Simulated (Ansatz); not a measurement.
InSe:

```xyz
4
Lattice="5.8264 -2.0546 0.0000 5.8264 2.0546 0.0000 -1.7232 0.0000 4.7713" Properties=species:S:1:pos:R:3 pbc="T T T"
In   10.2693    0.0000    0.2235
In   -0.3398    0.0000    4.5479
Se    6.5489    0.0000    3.1918
Se    3.3807    0.0000    1.5795
```

The cell comes from a database or a generator and needn't be the stable form of this composition.

* Program: Ansatz 0.2.0
* Task: relaxation of cell and atoms
* Functional: PBE
* Dispersion: D4
* Potentials or basis: Ansatz PAW
* Cutoff: 420 eV (not typed: the program's choice for these potentials)
* k mesh: 7 × 7 × 6
* Occupations: fermi-dirac, width 0.05 eV
* Spin: no spin polarisation

At the start: volume 28.56 Å³/atom.

**Question.** How do energy, volume and symmetry change on relaxing?

**Answer.** It ends after 9 steps and the volume is 25.87 Å³/atom (-9.4 %); space group C2/m (No. 12, to 0.05 Å).

The path:
| step | energy change (eV) | largest force (eV/Å) | volume (Å³) |
| --- | --- | --- | --- |
| 1 | 0.0000 | 0.2573 | 114.24 |
| 2 | -0.0351 | 0.0300 | 110.28 |
| 3 | -0.0508 | 0.0667 | 107.88 |
| 4 | -0.0643 | 0.0586 | 104.70 |
| 5 | -0.0725 | 0.0324 | 103.65 |
| 6 | -0.0728 | 0.0159 | 103.49 |
| 7 | -0.0730 | 0.0222 | 103.39 |
| 8 | -0.0731 | 0.0009 | 103.46 |
| 9 | -0.0718 | 0.0007 | 103.46 |

Final structure:
```yaml
crystal:
  lattice:
    - [5.94116, -2.06885, 0.10498]
    - [5.94116, 2.06885, 0.10498]
    - [-1.67121, 0.00000, 4.17923]
  atoms:
    - { symbol: In, position: [0.88499, 0.88499, 0.02032] }
    - { symbol: In, position: [0.11501, 0.11501, 0.97968] }
    - { symbol: Se, position: [0.65305, 0.65305, 0.63357] }
    - { symbol: Se, position: [0.34695, 0.34695, 0.36643] }
```

Caveat: the plane-wave basis is chosen anew once the cell has moved, so the energies of steps on either side of that aren't comparable.
